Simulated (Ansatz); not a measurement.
**Phosphorus, bcc under PBE: structure, energy and stiffness**

The plan for phosphorus in the bcc structure: relax it, solve it on a dense k-mesh, switch on spin-orbit coupling, then scale the cell to 7 volumes from 88 to 112 % of the relaxed one and try a fit of the equation of state. The k-meshes are 14×14×14 for the relaxation; 24×24×24 for the dense run; 14×14×14 for spin-orbit coupling; 16×16×16 for the volumes.

Program: Ansatz 0.2.0. Level of theory: DFT PBE, plane waves (420 eV) with PAW, scalar-relativistic. These are calculated values, not measurements.

## Step 1: The structure to begin with

It takes space group Im-3m (No. 229, cubic). The conventional cell has a = 3.123 Å, b = 3.123 Å, c = 3.123 Å, α = 90.00°, β = 90.00°, γ = 90.00°. P (site symmetry m-3m) has 8 P at 2.70 Å as nearest neighbours.

As a file:

```
CELL_PARAMETERS angstrom
-1.56127 1.56127 1.56127
1.56127 -1.56127 1.56127
1.56127 1.56127 -1.56127
ATOMIC_POSITIONS crystal
P 0.00000 0.00000 0.00000
```

## Step 2: Relaxing cell and atoms

File input.yaml:

```yaml
crystal:
  lattice:
    - [-1.5612668457, 1.5612668457, 1.5612668457]
    - [1.5612668457, -1.5612668457, 1.5612668457]
    - [1.5612668457, 1.5612668457, -1.5612668457]
  atoms:
    - { symbol: P, position: [0.0, 0.0, 0.0] }
hamiltonian:
  xc: pbe
  pseudopotentials:
    kind: paw
    azcp:
      P: "pseudopotentials/P.paw.azcp"
basis:
  ecutwfc: 420
  fft_grid_basis: typed
kpoints:
  mp_grid: { grid: [14, 14, 14], shift: [0, 0, 0] }
magnetization:
  spin_polarized: false
scf:
  occupations: { method: fermi_dirac, width: 0.1 }
relax:
  max_steps: 60
  f_tol: 0.01
  cell: {}
```

On the command line:

```console
$ ansatz run input.yaml --threads 1 --pin off --max-ram 3584MiB --backend cpu --events-out ev --progress --plain --runs-dir out
```

Further steps of the session: Single point on a dense mesh; A two-component run at the same geometry; Equation of state: 88 %; Equation of state: 92 %; Equation of state: 96 %; Equation of state: 100 %; Equation of state: 104 %; Equation of state: 108 %; Equation of state: 112 %.

Q: Predict the outcome of this session. Wanted: space group; conventional cell; volume; shortest distance; gap on the mesh; relative to black phosphorus; V₀, B₀, B₀′.

**Answer**, as computed:

| quantity | value |
| --- | --- |
| space group (spins left aside) | Im-3m (No. 229) |
| conventional cell | a = 3.053 Å |
| volume | 14.226 Å³/atom |
| shortest distance | 2.644 Å |
| gap on the mesh | none (levels filled in part) |
| relative to black phosphorus | +679 meV/atom |
| V₀, B₀, B₀′ | 14.232 Å³/atom, 97 GPa, 3.5 |

**Reading.** From the guessed start the volume shrank by 6.5 % in 5 steps. It lies 679 meV/atom above the element's reference form at the same level (black phosphorus, from a run of its own), so it is far from stable. Levels at the Fermi energy are filled in part, as in a metal. The total energy of the spin-orbit run (on a coarser mesh) lies -5 meV/atom from the scalar one; mesh and treatment of the core enter this figure, so it is no spin-orbit energy. The fitted modulus is 97 GPa. The symmetry was held, so the structure may be unstable against distortions that break it.
